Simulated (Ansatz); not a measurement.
Runs of Ansatz 0.2.0 on Ir. The structure is hexagonal, space group P6_3/mmc (No. 194). Conventional cell: a = 2.751 Å, b = 2.751 Å, c = 4.462 Å, α = 90.00°, β = 90.00°, γ = 120.00°. Ir (site symmetry -6m2) has 12 Ir at 2.74 to 2.75 Å as nearest neighbours. This isn't the form of Ir at room conditions, which is fcc.

```csv
task,level,cell,k mesh,smearing,points for each segment of the path,atoms under strain,gap on the mesh (eV),pressure (GPa)
band structure,BLYP,as given,11 × 11 × 6,fermi-dirac 0.05 eV,14,-,none,(a)
single point,PBE,as given,11 × 11 × 6,gaussian 0.023 eV,-,-,none,-1.4
single point,PBE,as given,11 × 11 × 6,gaussian 0.019 eV,-,-,none,-1.4
single point,PBE,as given,11 × 11 × 6,gaussian 0.015 eV,-,-,none,-1.4
elastic constants,PBEsol,as given,8 × 8 × 5,fermi-dirac 0.05 eV,-,relaxed,none,-11.6
single point,PBE,as given,11 × 11 × 6,gaussian 0.016 eV,-,-,none,-1.4
single point,PBE,as given,11 × 11 × 6,gaussian 0.017 eV,-,-,none,-1.4
relaxation of cell and atoms,BLYP,relaxed,11 × 11 × 6,fermi-dirac 0.05 eV,-,-,none,0.0
single point,PBE,as given,11 × 11 × 6,gaussian 0.012 eV,-,-,none,-1.4
single point,PBE,as given,11 × 11 × 6,gaussian 0.021 eV,-,-,none,-1.4
single point,PBE,as given,11 × 11 × 6,gaussian 0.014 eV,-,-,none,-1.4
single point,PBE,as given,11 × 11 × 6,gaussian 0.018 eV,-,-,none,-1.4
```

Alike in all rows: potentials or basis Ansatz PAW; no spin polarisation; cutoff (eV) 420.

Question: Estimate the missing entries.

Answer: (a) 15.3.

Caveats: the PAW data sets come from PBE, with cores solved anew for the run's functional, which leaves a small shift of forces and pressure (some runs); so large a pressure means that the cell lies far from this level's equilibrium, or that cutoff or potentials fall short (some runs); spin-orbit coupling is left out, which moves the levels of the heavy elements (some runs); the cell is more than 3 GPa from zero pressure, which shifts response properties (some runs); elastic constants of metals need much finer meshes, so these are rough (some runs); the plane-wave basis is chosen anew once the cell has moved, so the energies of steps on either side of that aren't comparable (some runs).

A k mesh can miss the band edges, and the runs leave out spin-orbit coupling on Ir.

A gap of «none» marks a metal or a gap under the smearing width.
